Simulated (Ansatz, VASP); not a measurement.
AlN: VASP beside Ansatz

```xyz
4
Lattice="3.1138 0.0000 0.0000 -1.5569 2.6966 0.0000 0.0000 0.0000 4.9836" Properties=species:S:1:pos:R:3 pbc="T T T"
Al    1.5569    0.8989    2.4869
Al    0.0000    1.7977    4.9788
N     1.5569    0.8989    4.3905
N     0.0000    1.7977    1.8987
```

Alike in both runs: task single point; functional PBEsol; k mesh 9 × 9 × 4; occupations gaussian, width 0.02 eV; no spin polarisation.

```csv
,VASP,Ansatz
version,VASP 6.6.1,Ansatz 0.2.0
potentials or method,"VASP PAW PBE potentials, release 64 (Al, N)","scalar-relativistic, plane waves, PAW"
plane-wave cutoff (eV),520,420
valence electrons in the cell,16,16
```

VASP gave:

* gap on the k mesh at the Fermi level (eV): 4.11
* least direct gap on the mesh (eV): 4.11
* pressure (GPa): 0.0

Q: Estimate Ansatz's values.

A: gap on the k mesh at the Fermi level (eV): 4.09; least direct gap on the mesh (eV): 4.09; pressure (GPa): 0.0.

The functional is the same, so the differences come from potentials, cutoffs and numerics.

Caveats: the PAW data sets were made with another functional, which shifts forces and pressure a little (VASP).
